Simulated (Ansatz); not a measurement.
Set up this calculation in Ansatz 0.2.0, as the native input.

- Task: band structure
- Functional: LDA
- Potentials or basis: all-electron LAPW, scalar-relativistic
- Cutoff: 349 eV (chosen from the basis error)
- Basis error allowed: 0.001 eV/atom
- k mesh: 11 × 11 × 11
- Occupations: fermi-dirac, width 0.05 eV
- Spin: collinear spin, ferromagnetic start
- Starting moments: [3.0, 0.0] μB

Crystal: FeO (Wuestite).

```
CELL_PARAMETERS angstrom
0.00000 2.15540 2.15540
2.15540 0.00000 2.15540
2.15540 2.15540 0.00000
ATOMIC_POSITIONS crystal
Fe 0.00000 0.00000 0.00000
O 0.50000 0.50000 0.50000
```

One way to write it, as run:

input.yaml

```yaml
crystal:
  lattice:
    - [0.0, 2.1554, 2.1554]
    - [2.1554, 0.0, 2.1554]
    - [2.1554, 2.1554, 0.0]
  atoms:
    - { symbol: Fe, position: [0.0, 0.0, 0.0], spin: 3.0 }
    - { symbol: O, position: [0.5, 0.5, 0.5] }
kpoints:
  mp_grid: { grid: [11, 11, 11] }
  band_path:
    path:
      - [0.0, 0.0, 0.0]
      - [0.5, 0.0, 0.5]
      - [0.5, 0.25, 0.75]
      - [0.375, 0.375, 0.75]
      - [0.0, 0.0, 0.0]
      - [0.5, 0.5, 0.5]
      - [0.625, 0.25, 0.625]
      - [0.5, 0.25, 0.75]
    npoints: 10
scf:
  occupations: { method: fermi_dirac, width: 0.05 }
hamiltonian:
  xc: lda
  pseudopotentials: { kind: all_electron, lapw: { basis_error: 0.001 } }
magnetization:
  spin_polarized: true
output:
  forces: true
  stress: true
  eigenvalues: true
```

Potentials or basis: all-electron LAPW, scalar-relativistic.

Run with:

```console
$ ansatz run input.yaml --threads 2 --pin off --max-ram 6144MiB --backend cpu --events-out ev --progress --plain --runs-dir out
```

It gave:

```json
{"Pressure": "-15.6 GPa", "Band gap along the path": "none (metal or under the smearing width)", "Net moment": "4.00 μB per cell", "Absolute moment": "4.00 μB per cell", "Site moments": "Fe +3.59; O +0.34 μB"}
```

Caveat: a cell with one magnetic atom can't hold antiferromagnetic order, which such compounds often take; semilocal functionals often make such compounds metallic where correlation or magnetic order opens a gap, which also shifts bond lengths.

Run time: 14 s on 2 threads of Intel(R) Xeon(R) Platinum 8375C CPU @ 2.90GHz (Ice Lake), with other jobs on the host, peak memory 0.48 GiB.
